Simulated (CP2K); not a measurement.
Runs of CP2K 2026.2 on Nb. It takes space group Pm-3m (No. 221, cubic). Conventional cell: a = 2.720 Å, b = 2.720 Å, c = 2.720 Å, α = 90.00°, β = 90.00°, γ = 90.00°. Nb (site symmetry m-3m) is surrounded by 6 Nb at 2.72 Å. The cell was built by a generator and needn't be a form met in nature.

```csv
level,cutoff radius of the dispersion sum (A),gap on the mesh (eV),pressure (GPa)
BLYP+D3(BJ),20,none,(a)
BLYP+D3,20,none,0.8
BLYP+D4,20,none,2.2
BLYP+D3(BJ)+ATM,20,none,-5.4
BLYP,-,none,(b)
BLYP+D2,20,none,-4.7
```

Alike in all rows: task single point; potentials or basis GTH_POTENTIALS Nb GTH-PBE-q13; TZVP-MOLOPT-PBE-GTH basis; no spin polarisation; cell as given; k mesh 10 × 10 × 10; smearing fermi-dirac 0.05 eV.

Problem. Fill in the values left out.

Solution. (a) -6.0; (b) 6.5.

Caveats: the potentials were made for another functional, which shifts forces and pressure; the basis of atomic orbitals isn't converged, which shifts pressures, moduli and gaps; pairwise dispersion overbinds metals, which lowers pressure and volume (some runs).

A k mesh can miss the band edges, and the runs leave out spin-orbit coupling on Nb.

A gap of «none» marks a metal or a gap under the smearing width.
